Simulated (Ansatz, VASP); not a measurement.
# C: VASP beside Ansatz

INCAR

```
SYSTEM = C
ALGO = Normal
EDIFF = 1E-6
ENCUT = 520
ISIF = 2
ISMEAR = 0
LASPH = .TRUE.
LCHARG = .FALSE.
LREAL = .FALSE.
LWAVE = .FALSE.
NBANDS = 11
NELM = 80
PREC = Accurate
SIGMA = 0.05
```

The input KPOINTS:

```
k-points
0
G
  12 12 12
  0 0 0
```

Contents of POSCAR:

```
C
1.0
    0.0000000000      1.8319864856      1.7657701066
    1.6995537276      0.0000000000      1.7657701066
    1.6995537276      1.8319864856      0.0000000000
C
2
Direct
    0.5000000000      0.5000000000      0.5000000000
    0.7500000000      0.7500000000      0.7500000000
```

Input for Ansatz:

```yaml
crystal:
  lattice:
    - [0.0, 1.8319864856, 1.7657701066]
    - [1.6995537276, 0.0, 1.7657701066]
    - [1.6995537276, 1.8319864856, 0.0]
  atoms:
    - { symbol: C, position: [0.5, 0.5, 0.5] }
    - { symbol: C, position: [0.75, 0.75, 0.75] }
basis:
  ecutwfc: 520.0
kpoints:
  mp_grid: { grid: [12, 12, 12] }
hamiltonian:
  xc: lda
  pseudopotentials: { kind: paw, azcp: { folder: soft_1 } }
scf:
  occupations: { method: gaussian, width: 0.05 }
output:
  forces: true
  stress: true
  eigenvalues: true
  write_density: true
  write_potential: true
  elf: true
  volumetric_format: npy
```

Change from the starting cell: strain +e along x and -e along y -0.0375, strain +e along z and -e/2 along x and y +0.0000.

Alike in both runs: task single point; functional LDA; k mesh 12 × 12 × 12; occupations gaussian, width 0.05 eV; no spin polarisation.

|  | VASP | Ansatz |
| --- | --- | --- |
| version | VASP 6.6.1 | Ansatz 0.2.0 |
| potentials or method | VASP PAW LDA potentials, release 64 (C) | scalar-relativistic, plane waves, PAW |
| plane-wave cutoff (eV) | 520 | 520 |
| valence electrons in the cell | 8 | 8 |

VASP gave:

* gap on the k mesh at the Fermi level (eV): 2.78
* least direct gap on the mesh (eV): 4.65
* pressure (GPa): 2.4
* largest component of the traceless stress (GPa): 36.93

Estimate Ansatz's values.

gap on the k mesh at the Fermi level (eV): 2.79; least direct gap on the mesh (eV): 4.65; pressure (GPa): 0.7; largest component of the traceless stress (GPa): 36.99.

Ansatz warned: «pseudo_functional_mismatch».
